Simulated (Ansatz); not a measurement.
Input of an Ansatz 0.2.0 run:

input.yaml

```yaml
crystal:
  lattice:
    - [0.0, 2.03, 2.03]
    - [2.03, 0.0, 2.03]
    - [2.03, 2.03, 0.0]
  atoms:
    - { symbol: Ti, position: [0.0, 0.0, 0.0] }
kpoints:
  mp_grid: { grid: [11, 11, 11] }
scf:
  occupations: { method: fermi_dirac, width: 0.05 }
hamiltonian:
  xc: pbe
  pseudopotentials: { kind: all_electron, lapw: { basis_error: 0.001 } }
output:
  forces: true
  stress: true
  eigenvalues: true
  populations: true
```

Potentials or basis: all-electron LAPW, scalar-relativistic.

The run is started by

```console
$ ansatz run input.yaml --threads 1 --pin off --max-ram 2560MiB --backend cpu --events-out ev --progress --plain --runs-dir out
```

**Question.** Estimate the pressure.

**Answer.** 4.2 GPa.

**Question.** Predict the band gap on the k mesh.

**Answer.** None (metal or under the smearing width).
